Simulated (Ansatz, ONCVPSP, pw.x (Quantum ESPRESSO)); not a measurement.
Which P potential is closest to all-electron in the diamond crystal?

All use PBE, scalar-relativistic, no spin, cutoffs from each file’s atomic test, pw.x 7.5; 8³ k-points, Fermi–Dirac smearing 0.01 Ry. Δ is the rms difference from all-electron LAPW of the E(V) curves that follow from fits to the pressures, over ±6 % in volume. Mesh and smearing are coarse and serve the comparison alone. The files are a selection: those with a ghost or negative overlap were mostly not run, and those with noisy or unconverged pressures or nearly equal Δ are left out.

All-electron: a0 = 5.504 Å (V0 = 20.84 Å³/atom), B0 = 41.6 GPa.

**Question.** Rank them by Δ, smallest first.
A. optimised norm-conserving Vanderbilt (ONCV), ONCVPSP 4.0.1.1 (patched build), PBE; core [Ne], reference 3s2 3p3; waves: 3s: rc 1.60 bohr, ncon 4, nbas 8, qcut 4.8 1/bohr, 2 projectors, debl 2.5 Ha; 3p: rc 1.75 bohr, ncon 3, nbas 7, qcut 4.8 1/bohr, 2 projectors, debl 1.4 Ha; d scattering state at 0.03 Ha: rc 1.75 bohr, ncon 5, nbas 10, qcut 5.7 1/bohr, 1 projector; local part: polynomial inside 1.05 bohr (lpopt 5, dvloc0 4 Ha); core correction: Teter function fitted to the true core (icmod 2), fcfact 0.6.
B. optimised norm-conserving Vanderbilt (ONCV), ONCVPSP 4.0.1.1 (patched build), PBE; core [Ne], reference 3s2 3p1; waves: 3s: rc 1.30 bohr, ncon 3, nbas 6, qcut 5.1 1/bohr, 1 projector; 3p: rc 1.65 bohr, ncon 4, nbas 7, qcut 4.2 1/bohr, 1 projector; d scattering state at 0.25 Ha: rc 1.50 bohr, ncon 4, nbas 7, qcut 6.8 1/bohr, 1 projector; local part: polynomial inside 1.05 bohr (lpopt 2, dvloc0 0 Ha); core correction: Teter function, fcfact 3.5, rcfact 1.15. In the d channel the program set the typed energies aside and used 0.050 Ha.
C. optimised norm-conserving Vanderbilt (ONCV), ONCVPSP 4.0.1.1 (patched build), PBE; core [Ne], reference 3s2 3p3; waves: 3s: rc 1.40 bohr, ncon 3, nbas 6, qcut 4.5 1/bohr, 3 projectors, debl 3.4 Ha; 3p: rc 1.65 bohr, ncon 5, nbas 9, qcut 5.7 1/bohr, 1 projector; d scattering state at 0.04 Ha: rc 1.55 bohr, ncon 4, nbas 8, qcut 6.1 1/bohr, 3 projectors, debl 2.7 Ha; local part: polynomial inside 0.90 bohr (lpopt 3, dvloc0 -1 Ha); core correction: Teter function, fcfact 5.25, rcfact 1.2.

**Answer.** A (0.3 meV/atom), C (1.0 meV/atom), B (1.5 meV/atom).
